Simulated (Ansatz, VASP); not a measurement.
**Cross-check of Al3Pd2 between VASP and Ansatz**

Aim: how closely do two programs agree when they are given the same cell, functional and k mesh? The cell is taken from a series of runs on this material, whose earlier steps may have relaxed, scaled, displaced or heated it; both programs get it as it stands.

Calculated with Ansatz 0.2.0; plane waves, with VASP 6.6.1 beside it; single point at PBE.

## 1. The structure

The cell holds 20 atoms: 8 Pd and 12 Al. Cell: a = 5.713 Å, b = 5.713 Å, c = 23.330 Å, α = 90.0°, β = 90.0°, γ = 60.0°. It derives from Al. As first built, before any earlier steps moved the atoms (in the runner's words): kind overlayer; added Pd; how one layer, both faces. Vacuum lies along c.

Structure file:

```xyz
20
Lattice="5.7134 0.0000 0.0000 2.8567 4.9480 0.0000 0.0000 0.0000 23.3300" Properties=species:S:1:pos:R:3
Pd    8.5701    4.9480   15.8212
Pd    5.7134    4.9480   15.8212
Pd    7.1418    2.4740   15.8212
Pd    4.2851    2.4740   15.8212
Pd    5.7134    1.6493    7.5088
Pd    2.8567    1.6493    7.5088
Pd    7.1418    4.1233    7.5088
Pd    4.2851    4.1233    7.5088
Al    5.7134    1.6493   13.9273
Al    2.8567    1.6493   13.9273
Al    7.1418    4.1233   13.9273
Al    4.2851    4.1233   13.9273
Al    1.4284    0.8247   11.6650
Al    4.2851    0.8247   11.6650
Al    2.8567    3.2986   11.6650
Al    5.7134    3.2986   11.6650
Al    8.5701    4.9480    9.4027
Al    5.7134    4.9480    9.4027
Al    7.1418    2.4740    9.4027
Al    4.2851    2.4740    9.4027
```

## 2. Ansatz: single point, PBE

Ansatz runs on its default PAW (the set named soft_2) files.

A single point gives forces, pressure and levels at one fixed geometry, so differences don't come from the geometry; what else differs is listed under the comparison.

File input.yaml:

```yaml
crystal:
  lattice:
    - [5.713422792, 0.0, 0.0]
    - [2.856711396, 4.9479692804, 0.0]
    - [0.0, 0.0, 23.3299803501]
  atoms:
    - { symbol: Pd, position: [0.0, 0.0, 0.6781471056] }
    - { symbol: Pd, position: [0.5, 0.0, 0.6781471056] }
    - { symbol: Pd_h, position: [0.0, 0.5, 0.6781471056] }
    - { symbol: Pd_h, position: [0.5, 0.5, 0.6781471056] }
    - { symbol: Al_h, position: [0.8333333333, 0.3333333333, 0.5969683426] }
    - { symbol: Al, position: [0.3333333333, 0.3333333333, 0.5969683426] }
    - { symbol: Al, position: [0.8333333333, 0.8333333333, 0.5969683426] }
    - { symbol: Al, position: [0.3333333333, 0.8333333333, 0.5969683426] }
    - { symbol: Al_h, position: [0.1666666667, 0.1666666667, 0.5] }
    - { symbol: Al, position: [0.6666666667, 0.1666666667, 0.5] }
    - { symbol: Al, position: [0.1666666667, 0.6666666667, 0.5] }
    - { symbol: Al, position: [0.6666666667, 0.6666666667, 0.5] }
    - { symbol: Al, position: [0.0, 0.0, 0.4030316574] }
    - { symbol: Al, position: [0.5, 0.0, 0.4030316574] }
    - { symbol: Al, position: [0.0, 0.5, 0.4030316574] }
    - { symbol: Al, position: [0.5, 0.5, 0.4030316574] }
    - { symbol: Pd, position: [0.8333333333, 0.3333333333, 0.3218528944] }
    - { symbol: Pd, position: [0.3333333333, 0.3333333333, 0.3218528944] }
    - { symbol: Pd, position: [0.8333333333, 0.8333333333, 0.3218528944] }
    - { symbol: Pd, position: [0.3333333333, 0.8333333333, 0.3218528944] }
kpoints:
  mp_grid: { grid: [12, 12, 1] }
scf:
  occupations: { method: fermi_dirac, width: 0.05 }
  n_extra_bands: 16
hamiltonian:
  xc: pbe
  pseudopotentials: { kind: paw }
output:
  forces: true
  write_potential: true
  volumetric_format: []
  core_levels:
    shells: { Al_h: "2p", Pd_h: "3d" }
    counted_from: fermi_level
    add_spin: false
```

Run with:

```console
$ ansatz run input.yaml --threads 4 --pin off --max-ram 14336MiB --backend cpu --events-out ev --progress --plain --runs-dir out
```

Numbers of over 12 decimals in the logs are rounded to 6 here.

The program printed:

```text
scf.n_extra_bands = 16 over 90 filled bands (N_el = 180.0): the run solves 106 bands
Engine: ansatz 0.2.0, aarch64-unknown-linux-gnu
Pseudopotentials: kind: paw
Pseudopotential: Pd, paw, valence charge 18, recommended cutoff 420 eV (normal), Pd.paw.azcp
Pseudopotential: Al, paw, valence charge 3, recommended cutoff 420 eV (normal), Al.paw.azcp
Functional definition: PBE
  parameter kappa = 0.804
  parameter beta = 0.066725
  exchange = pbe_x(kappa = kappa, mu = beta*pi^2/3)
  correlation = pbe_c(beta = beta)
Crystal: 20 atoms, lattice volume = 659.535 Å³
Basis set: ecut = 420 eV, 12941 PW (Γ), exchange–correlation on 80×80×320 points (8 copies of the dense FFT grid, shifted against one another)
Bands: 106, of which v1, the nominal top of the filled ones, is band 90 counted from 1 (89 counted from 0)
Symmetry: 1 space group operations
Space group: P1 (ITA 1), of the structure as read, at distance tolerance 8.7e-5 Å
k-points: 74 of 144 (time reversal used)
Non-local potential: Pd, projectors of the file, l = 0: 2, l = 1: 2, l = 2: 2, l = 3: 1
Non-local potential: Al, projectors of the file, l = 0: 2, l = 1: 2, l = 2: 1
PAW form: soft (Blöchl's): semilocal exchange-correlation on the pseudo side does not see the compensation charge
PAW one-centre angular grid: Pd, 590 points (default); XC on 64 Gauss nodes
PAW one-centre angular grid: Al, 110 points (default); XC on 64 Gauss nodes
Initial density: superposition of atomic densities (neutral atoms: chi_scale 0, normalization atom), corrected by the library's trained network
Initial wavefunctions: pseudopotential atomic-orbital guess
Functional: x = pbe(κ = 0.804, μ = 0.219515), c = pbe(β = 0.066725)
SCF iter   1: F=—  HF=-62236.320987 eV  |F-HF|=—  |Δ(HF+E_count)|=         —  Δρ=2.88e-3  dr2=1.72e-1  ethr=1.77e-3  ⟨swp⟩=8.2  Hψ=37006  notcnv=0  defer=59
preconditioner: auto → LDOS  [metal: Δε(μ)=0.026 eV  Ē_g=5.397 eV  σ=0.050 eV  W_gap=0.13  n_scr=94 (ndim 8)  ℏωp=15.6 eV  f_vac=0.486  D(μ)=10.00/eV (n_scr^D=54)  β→1.0]
SCF iter   2: F=—  HF=-62236.319128 eV  |F-HF|=—  |Δ(HF+E_count)|=   1.86e-3  Δρ=1.53e-3  dr2=3.67e-2  ethr=9.54e-5  ⟨swp⟩=2.7  Hψ=14328  notcnv=0  defer=205
SCF iter   3: F=—  HF=-62236.319976 eV  |F-HF|=—  |Δ(HF+E_count)|=   8.49e-4  Δρ=1.31e-3  dr2=2.37e-2  ethr=2.04e-5  ⟨swp⟩=3.0  Hψ=18598  notcnv=0  defer=205
SCF iter   4: F=—  HF=-62236.314563 eV  |F-HF|=—  |Δ(HF+E_count)|=   5.41e-3  Δρ=1.62e-4  dr2=3.14e-4  ethr=1.32e-5  ⟨swp⟩=2.1  Hψ=11632  notcnv=0  defer=205
SCF iter   5: F=—  HF=-62236.314587 eV  |F-HF|=—  |Δ(HF+E_count)|=   2.46e-5  Δρ=3.49e-5  dr2=7.75e-6  ethr=1.74e-7  ⟨swp⟩=2.3  Hψ=13129  notcnv=0  defer=205
SCF iter   6: F=—  HF=-62236.314738 eV  |F-HF|=—  |Δ(HF+E_count)|=   1.51e-4  Δρ=1.02e-5  dr2=6.32e-7  ethr=4.31e-9  ⟨swp⟩=3.0  Hψ=14427  notcnv=0  defer=205
SCF iter   7: F=—  HF=-62236.314739 eV  |F-HF|=—  |Δ(HF+E_count)|=   7.16e-7  Δρ=4.87e-6  dr2=2.57e-7  ethr=5.56e-11  ⟨swp⟩=23.9  Hψ=73147  notcnv=0
SCF iter   8: F=-62236.314739 eV  HF=-62236.314739 eV  |F-HF|=3.74e-9  |Δ(HF+E_count)|=   1.01e-8  Δρ=7.95e-7  dr2=1.33e-8  ethr=5.56e-11  ⟨swp⟩=8.8  Hψ=60439  notcnv=0
SCF 1 converged in 8 iterations: F = -62236.314739 eV  dr2 = 1.33e-8
  greatest PAW one-centre occupation: 0.999 electrons in one spin orbital (limit 2), on the Pd atom at site 19 (counted from 0), in its partial waves of l = 0
WARN: The output density's exchange-correlation potential varies sharply where the density is thin. Do not read a vacuum level from v_tot or v_xc, or from such a field of the output density. On a cell that repeats whose density bears no net charge and no dipole along the vacuum's axis use v_es (v_loc + v_h of the components); under efield.dipole_correction with no amplitude use v_es + v_field, which holds any externa [...]
── core hole 1/4: 3d of Pd_h 2 ──
── 3d of Pd_h 2: 335.570 eV over the cell without the hole, in 11 iterations ──
── core hole 2/4: 3d of Pd_h 3 ──
── 3d of Pd_h 3: 335.570 eV over the cell without the hole, in 11 iterations ──
── core hole 3/4: 2p of Al_h 4 ──
── 2p of Al_h 4: 72.893 eV over the cell without the hole, in 12 iterations ──
── core hole 4/4: 2p of Al_h 8 ──
── 2p of Al_h 8: 72.857 eV over the cell without the hole, in 13 iterations ──
SCF converged after 8 iterations
Free energy (F): -62236.314739 eV
Harris-Foulkes:  -62236.314739 eV  (|F-HF|=3.74e-9)
Internal energy: -62236.234204 eV  (E = F + TS)
E sigma→0 (E₀):  -62236.274472 eV
Entropy (-TS):   -0.080535 eV (-4.027 meV/atom)
Fermi energy:    3.568981 eV
--- Per-component energies (eV) ---
  E_band       = -3510.828691
  E_kinetic    = 4408.381228
  E_local      = -109651.048048  (includes V_loc(G=0)·N_el)
  E_nonlocal   = 1861.385540
  E_hartree    = 52304.015302
  E_xc         = -1831.558251
  E_vxc        = -2046.801683  (∫ρ·V_xc dr)
  E_paw        = -35616.544034  (= ΣΔE_a)
  E_vpaw       = -2690.810318  (= ΣTr[D̂ρ^β])
  E_aug_tail   = 0.001504  (compensation charges beyond the density's cutoff)
  E_ewald      = 26289.132554
  E_smearing   = -0.080535  (= −TS)
  E_closure    = 0.000000  (closes the sum)
  Σ components = -62236.314739   (vs F -62236.314739, Δ=0.00e0)
--- Forces (eV/Å), atoms counted from 1 ---
  atom   1  Pd      -0.00000009    -0.00000001     0.02292802
  atom   2  Pd       0.00000013    -0.00000016     0.02292833
  atom   3  Pd_h     0.00000009     0.00000019     0.02292815
  atom   4  Pd_h     0.00000005    -0.00000007     0.02292798
  atom   5  Al_h     0.00000025     0.00000012     0.05901700
  atom   6  Al      -0.00000023     0.00000013     0.05901716
  atom   7  Al       0.00000005    -0.00000027     0.05901671
  atom   8  Al      -0.00000005    -0.00000002     0.05901712
  atom   9  Al_h    -0.00000012     0.00000012     0.00000277
  atom  10  Al       0.00000011    -0.00000004     0.00000261
  atom  11  Al      -0.00000014     0.00000003     0.00000264
  atom  12  Al       0.00000014    -0.00000010     0.00000273
  atom  13  Al      -0.00000007    -0.00000034    -0.05902036
  atom  14  Al       0.00000009    -0.00000017    -0.05902025
  atom  15  Al       0.00000016     0.00000034    -0.05902055
  atom  16  Al      -0.00000019     0.00000021    -0.05902087
  atom  17  Pd       0.00000012    -0.00000013    -0.02292619
  atom  18  Pd      -0.00000024    -0.00000037    -0.02292636
  atom  19  Pd      -0.00000004     0.00000032    -0.02292666
  atom  20  Pd       0.00000010     0.00000037    -0.02292639
  max |Σ_I F_I| component: 3.61e-6 eV/Å
--- Band table (eV; the first three rows and the last of 74) ---
  k-point 0: bands = [... 86 lower, 3.0097, 3.0097, 3.0097, 3.2282, 3.5233, 3.5233, 3.5233, 3.9354, ... 12 higher]
  k-point 1: bands = [... 86 lower, 2.8663, 2.9614, 2.9614, 3.1397, 3.3326, 3.5724, 3.5724, 3.9759, ... 12 higher]
  k-point 2: bands = [... 86 lower, 2.8231, 2.8495, 2.8495, 3.3146, 3.4371, 3.5948, 3.6298, 3.6298, ... 12 higher]
  k-point 73: bands = [... 86 lower, 3.1653, 3.1653, 3.4794, 3.4794, 3.8759, 3.8759, 4.8117, 4.8117, ... 12 higher]
--- Core levels from the Fermi level (as output.core_levels.counted_from types it; a hole's nearest image at 5.7 Å) ---
  the holes have no spin, as output.core_levels.add_spin types it
  atom         alike  shell      binding/eV   shift/eV difference/eV images/eV   SCF
  Pd_h 2           1     3d         335.570     +0.000       335.570         –    11
  Pd_h 3           1     3d         335.570     -0.000       335.570         –    11
  Al_h 4           1     2p          72.893     +0.000        72.893         –    12
  Al_h 8           1     2p          72.857     -0.036        72.857         –    13
  the dataset of Pd_h with a 3d hole: scattering error 0.005 eV; free atom: scalar-relativistic, large and small components
  the two lines of Pd_h's 3d: 3d3/2 +3.207 eV and 3d5/2 -2.138 eV off its levels, 2 : 3 in strength
  the dataset of Al_h with a 2p hole: scattering error 0.001 eV (0.004 eV in the local channel); free atom: scalar-relativistic, large and small components
  the two lines of Al_h's 2p: 2p1/2 +0.276 eV and 2p3/2 -0.138 eV off its levels, 1 : 2 in strength
```

Reading the cycles: dr2 is the Hartree energy of the density residual (eV), the measure of convergence; HF is the Harris–Foulkes estimate of the energy, which meets the free energy F at convergence.

(Continued in part 2 of 2.)

[Lines on the potential files, build, host, timing and source positions are cut from VASP's logs without a mark.]

[Logs are printed without paths, hosts, clocks, repeated set-up lines and the standing remarks that a program may print on its own settings, such as how far it seeks lower states.]

[Hosts, paths, dates, database ids (printed as entryN), source tags and the programs' standing remarks are cut or masked in the printed files.]
